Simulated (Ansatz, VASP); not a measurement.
**ZrC: VASP beside Ansatz**

```xyz
2
Lattice="0.0000 2.4114 2.4114 2.4114 0.0000 2.4114 2.4114 2.4114 0.0000" Properties=species:S:1:pos:R:3 pbc="T T T"
Zr    2.4114    2.4114    2.4114
C     0.0000    0.0000    0.0000
```

Change from the starting cell: volume scaled by 1.06.

Alike in both runs: task single point; functional PBE; k mesh 10 × 10 × 10; occupations fermi-dirac, width 0.05 eV; no spin polarisation.

|  | VASP | Ansatz |
| --- | --- | --- |
| version | VASP 6.6.1 | Ansatz 0.2.0 |
| potentials or method | VASP PAW PBE potentials, release 64 (Zr_sv, C), cutoff 520 eV | all-electron LAPW, scalar-relativistic |

```tsv
	VASP	Ansatz	Ansatz less VASP
gap on the k mesh at the Fermi level (eV)	none	none	-
pressure (GPa)	-13.6	-13.7	-0.14
```

A gap of «none» marks a metal or a gap that the smearing closes. Ansatz ran all-electron here, so the differences hold the error of VASP's frozen core and of both bases.
